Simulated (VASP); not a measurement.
Runs of VASP 6.6.1 on HfO2. It takes space group P4_2/nmc (No. 137, tetragonal). Conventional cell: a = 3.551 Å, b = 3.551 Å, c = 5.129 Å, α = 90.00°, β = 90.00°, γ = 90.00°. Hf (site symmetry -4m2) is surrounded by 8 O at 2.06 to 2.34 Å. O (site symmetry 2mm) is surrounded by 4 Hf at 2.06 to 2.34 Å. Measurements of this composition are mostly on another form, of space group No. 14.

```tsv
level	potentials or basis	k mesh	cutoff (eV)	smearing	gap on the mesh (eV)	pressure (GPa)
PBEsol	VASP PAW PBE potentials, release 64 (Hf_pv, O)	10 × 10 × 8	520	gaussian 0.02 eV	4.59	0.3
r2SCAN	VASP PAW PBE potentials, release 64 (Hf_pv, O)	6 × 6 × 6	520	gaussian 0.02 eV	5.24	2.2
PBEsol	VASP PAW PBE potentials, release 64 (Hf_pv, O_h)	6 × 6 × 6	900	gaussian 0.02 eV	4.59	(a)
PBEsol	VASP PAW PBE potentials, release 64 (Hf_pv, O)	6 × 6 × 6	700	gaussian 0.02 eV	4.59	0.0
PBEsol	VASP PAW PBE potentials, release 64 (Hf_pv, O)	6 × 6 × 6	520	gaussian 0.5 eV	4.59	0.3
```

Alike in all rows: task single point; no spin polarisation; cell as given.

Problem. Fill in the values left out.

Solution. (a) -0.3.

Caveats: the PAW data sets were made with another functional, which shifts forces and pressure a little; spin-orbit coupling is left out, which moves the levels of the heavy elements; the cutoff is under 1.25 times the usual one of these potentials, so pressure, stress and relaxed cells hold a basis-set (Pulay) error (some runs).

A k mesh can miss the band edges, and the runs leave out spin-orbit coupling on Hf.
